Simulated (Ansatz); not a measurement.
Calculated ¹⁷O NMR of the central transition for SrTiO3 at a changed volume

Cell: a structure deposited in the COD, relaxed with PBE at fixed cell and then changed (volume scaled by 1.06, ions relaxed).

```xyz
5
Lattice="3.9816 0.0000 0.0000 0.0000 3.9816 0.0000 0.0000 0.0000 3.9816" Properties=species:S:1:pos:R:3 pbc="T T T"
Sr    0.0000    0.0000    0.0000
Ti    1.9908    1.9908    1.9908
O     0.0000    1.9908    1.9908
O     1.9908    0.0000    1.9908
O     1.9908    1.9908    0.0000
```

Atom numbers follow the list; atoms alike are taken as one site, whose name carries the number of the first.

Method: Kohn–Sham DFT in Ansatz, PBE, plane waves and PAW, scalar-relativistic, 420 eV cutoff, Γ-centred 8×8×8 k-points, Fermi–Dirac smearing 0.02 eV.

¹⁷O has I = 5/2 and Q = -25.58 mb (Pyykkö 2018); at 7.05 T its Larmor frequency is ν₀ = 40.7 MHz. Only the quadrupole interaction is simulated: positions count from each site's isotropic chemical shift, and J coupling is left out, as are shift anisotropy and dipolar coupling, which fast spinning averages.

Task: What does the ¹⁷O spectrum (fast magic-angle spinning) show for each site?

Result: 

```csv
site,first shell,C_Q (MHz),η,P_Q (MHz),δ_QIS (ppm),breadth (kHz)
O,"2 Ti at 1.99 Å, angle 180°; also 4 Sr at 2.82 Å",-1.16,0.00,1.16,-4.83,0.421
```

δ_QIS = −(ν_Q²/30ν₀²)[I(I+1) − 3/4](1 + η²/3) × 10⁶ ppm with ν_Q = 3|C_Q|/[2I(2I−1)]; it falls as 1/B₀² in ppm, and the breadth as 1/B₀ in kHz.

An axis of threefold or higher order runs through O, so V_zz lies along it and η is zero.

This high-symmetry form of SrTiO3 is unstable when cold, to tilts of the octahedra. The symmetry of the cell holds that distortion back, wholly or in part, and it would change the field gradients, the more the larger the distortion. At this changed cell the PBE pressure is -5 GPa.
